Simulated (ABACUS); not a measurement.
Runs of ABACUS 3.10.1 on BaTiO3. The typed cell holds 5 atoms: a = 3.753 Å, b = 4.526 Å, c = 3.794 Å, α = 93.52°, β = 80.30°, γ = 98.03°. 

```csv
potentials or basis,cutoff (eV),radial cutoff of the potentials (pseudo_rcut),gap on the mesh (eV),pressure (GPa),largest force (eV/Å)
"SPMS ONCV 1.0 PBE, plane waves",1143,7 bohr,0.63,17.0,0.73
"Ansatz NC PBE, plane waves",1252,7 bohr,0.61,17.2,0.73
"PseudoDojo NC SR 0.5 PBE stringent, plane waves",1252,7 bohr,(b),16.9,0.73
"PseudoDojo NC SR 0.5 PBE standard, plane waves",1143,7 bohr,0.63,(a),0.73
"SG15 ONCV 1.2 PBE, plane waves",1143,7 bohr,0.63,17.3,0.73
"GBRV ultrasoft 1.5 PBE, plane waves",544,10 bohr,0.60,(c),0.74
"PseudoDojo NC SR 0.4.1 PBE standard, plane waves",1143,7 bohr,0.59,17.9,0.75
```

Alike in all rows: task single point; level PBE; no spin polarisation; cell as given; k mesh 5 × 4 × 5; smearing fermi-dirac 0.05 eV.

Problem. Fill in the values left out.

Solution. (a) 16.8; (b) 0.62; (c) 18.9.

Caveats: spin-orbit coupling is left out, which moves the levels of the heavy elements; an odd mesh through Γ misses points on the zone boundary, where band edges often lie; there are fewer bands than atomic start orbitals, so a level may be missed at k points of high symmetry (some runs); this release of the barium file is off (some runs).

A k mesh can miss the band edges, and the runs leave out spin-orbit coupling on Ba.
